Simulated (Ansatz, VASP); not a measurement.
# One calculation of SnO2 (kx), two programs

```
Sn O
1.0
     4.73735    0.00000    0.00000
     0.00000    4.73735    0.00000
     0.00000    0.00000    3.18640
Sn O
2 4
Direct
  0.00000 0.00000 0.00000
  0.50000 0.50000 0.50000
  0.30612 0.30612 0.00000
  0.19388 0.80612 0.50000
  0.69388 0.69388 0.00000
  0.80612 0.19388 0.50000
```

Alike in both runs: functional LDA; k mesh 6 × 6 × 8; occupations gaussian, width 0.02 eV; no spin polarisation.

Ansatz relaxed the structure, and its values are those at the end. VASP's run is a single point on that final structure, the one shown.

|  | VASP | Ansatz |
| --- | --- | --- |
| version | VASP 6.6.1 | Ansatz 0.2.0 |
| potentials or method | VASP PAW LDA potentials, release 64 (Sn_d, O) | scalar-relativistic, plane waves, PAW |
| plane-wave cutoff (eV) | 520 | 420 |
| valence electrons in the cell | 52 | 52 |

```csv
,VASP,Ansatz,Ansatz less VASP
gap on the k mesh at the Fermi level (eV),1.15,1.12,-0.029
least direct gap on the mesh (eV),1.15,1.12,-0.029
pressure (GPa),0.2,-1.2,-1.37
rms of the force components (eV/Å),0.014,0.000,-0.0139
```

Ansatz warned: «pseudo_functional_mismatch».

Caveats: spin-orbit coupling is left out, which moves the levels of the heavy elements.
